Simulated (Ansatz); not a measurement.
Data:

```yaml
crystal:
  lattice:
    - [0.00402, 2.26359, 2.26359]
    - [2.26359, 0.00402, 2.26359]
    - [2.26359, 2.26359, 0.00402]
  atoms:
    - { symbol: B, position: [0.00008, 0.00008, 0.00008] }
    - { symbol: P, position: [0.24992, 0.24992, 0.24992] }
```

Calculation: PBEsol with spin-orbit coupling, rigid bands (plane waves, PAW; Ansatz, a quantum-chemistry and plane-wave program). Condition of this run: uniaxial stress along [111] of -1 GPa (compression positive) (the target of the relaxation). Geometry: cell and atoms relaxed with PBEsol, then loaded as said.

### Question
What conductivity effective mass do dilute holes have at 300 K?

### Answer
0.42 mₑ.

### Question
What conductivity effective mass do dilute electrons have at 300 K?

### Answer
0.33 mₑ.

### Question
And the band gap?

### Answer
1.09 eV at this level; semilocal functionals usually fall short of the measured gap.

Rigid bands, one relaxation time for all states, no polarons.
